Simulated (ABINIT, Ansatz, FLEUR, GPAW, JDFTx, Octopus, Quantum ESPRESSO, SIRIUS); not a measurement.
# One calculation of WC, 9 ways

```
CELL_PARAMETERS angstrom
0.00000 2.19268 2.19268
2.19268 0.00000 2.19268
2.19268 2.19268 0.00000
ATOMIC_POSITIONS crystal
W 0.98258 0.99518 0.00280
C 0.51745 0.50594 0.48678
```

The cell is a database's computed one, not the measured one.

Atoms were shifted at random by some hundredths of an Å from the given cell, which wasn't relaxed again for these runs.

Alike in all runs: task single point; functional PBEsol; k mesh 10 × 10 × 10; occupations fermi-dirac, width 0.05 eV; no spin polarisation; no spin-orbit coupling. Pressure is positive in compression and, in plane waves, holds the error of the finite cutoff, which Ansatz's Pulay term estimates and takes out.

```
                                        program and potentials  plane-wave cutoff (eV)                                                                                   notes  band gap (eV)  pressure (GPa)  largest force (eV/Å)  energy over the undisturbed cell (meV/atom)
                                            Ansatz, Ansatz PAW                     420  potentials made for PBE, which Ansatz adapts in part; Pulay term of +0.32 GPa included         no gap           -8.31                 0.708                                        19.34
                Ansatz, all-electron LAPW, scalar-relativistic                       -                                                                                       -         no gap           -8.29                 0.705                                            -
             GPAW, PAW data sets generated for this functional                     800                                                                                       -         no gap           -8.87                 0.704                                        19.24
                             Quantum ESPRESSO, GBRV 1.5 PBEsol                     762                                                                                       -         no gap           -7.51                 0.726                                        19.82
                                    FLEUR, all-electron, FLAPW                       -                                                                                       -         no gap               -                 0.706                                        19.41
               ABINIT, PseudoDojo NC SR PBEsol v0.4.1 standard                    1116                                                                                       -         no gap           -7.93                 0.713                                        19.48
SIRIUS, PseudoDojo 0.4.1 PBEsol standard (scalar relativistic)                    1127                                                                                       -         no gap           -7.92                 0.713                                        19.48
           Octopus, pseudodojo_pbesol (PseudoDojo 0.4, PBEsol)                       -                                                                                       -         no gap               -                 0.716                                        19.76
JDFTx, PseudoDojo-SR-PBEsol-0.4.1-standard with smoothed tails                    1116                                                                                       -         no gap           -7.93                 0.713                                        19.48
```

Force on atom 1 (W), eV/Å:

```json
{"program and potentials": "Ansatz, Ansatz PAW", "x": "-0.076", "y": "0.278", "z": "0.647"}
{"program and potentials": "Ansatz, all-electron LAPW, scalar-relativistic", "x": "-0.076", "y": "0.277", "z": "0.644"}
{"program and potentials": "GPAW, PAW data sets generated for this functional", "x": "-0.076", "y": "0.277", "z": "0.643"}
{"program and potentials": "Quantum ESPRESSO, GBRV 1.5 PBEsol", "x": "-0.078", "y": "0.284", "z": "0.664"}
{"program and potentials": "FLEUR, all-electron, FLAPW", "x": "-0.076", "y": "0.277", "z": "0.644"}
{"program and potentials": "ABINIT, PseudoDojo NC SR PBEsol v0.4.1 standard", "x": "-0.077", "y": "0.280", "z": "0.652"}
{"program and potentials": "SIRIUS, PseudoDojo 0.4.1 PBEsol standard (scalar relativistic)", "x": "-0.077", "y": "0.280", "z": "0.652"}
{"program and potentials": "Octopus, pseudodojo_pbesol (PseudoDojo 0.4, PBEsol)", "x": "-0.077", "y": "0.281", "z": "0.654"}
{"program and potentials": "JDFTx, PseudoDojo-SR-PBEsol-0.4.1-standard with smoothed tails", "x": "-0.077", "y": "0.280", "z": "0.652"}
```

None finds a gap. The pressure spans -8.87 (GPAW, PAW data sets generated for this functional) to -7.51 GPa (Quantum ESPRESSO, GBRV 1.5 PBEsol), with all-electron results at -8.29.

The functional is the same throughout but for its coding, so the spread measures potentials, basis and numerics; runs on potential files found faulty are left out.
